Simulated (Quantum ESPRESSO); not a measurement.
Runs of Quantum ESPRESSO 7.5 on Te2Pt. Symmetry: P-3m1, No. 164, trigonal system. The conventional cell has a = 4.018 Å, b = 4.018 Å, c = 5.212 Å, α = 90.00°, β = 90.00°, γ = 120.00°. Te (site symmetry 3m) is surrounded by 3 Pt at 2.66 Å. Around Pt (site symmetry -3m) lie 6 Te at 2.66 Å. 

| level | form of the LDA correlation | gap on the mesh (eV) | pressure (GPa) | moment (μB) | largest force (eV/Å) |
| --- | --- | --- | --- | --- | --- |
| PBEsol+U | - | none | 2.4 | 0.00 | (b) |
| revPBE+U | - | none | 8.2 | 0.00 | 0.93 |
| LDA+U | PZ81 | none | 0.5 | 0.00 | 0.53 |
| PBE+U | - | none | 6.8 | 0.00 | (c) |
| RPBE+U | - | none | 8.8 | 0.00 | (a) |
| PW91+U | - | none | 7.0 | 0.00 | 0.92 |

Alike in all rows: task single point; potentials or basis PseudoDojo 0.4.1 SR PBEsol standard; spin collinear, ferromagnetic start; Pt d U = 5 eV; cell as given; k mesh 6 × 6 × 4; cutoff (eV) 1143; smearing gaussian 0.05 eV.

Problem. Fill in the values left out.

Solution. (a) 0.95; (b) 0.66; (c) 0.88.

Caveats: the U is typed as a test and isn't derived for this compound; the potentials were made for another functional, which shifts forces and pressure (some runs).

A k mesh can miss the band edges, and the runs leave out spin-orbit coupling on Pt, Te.

A gap of «none» marks a metal or a gap under the smearing width.
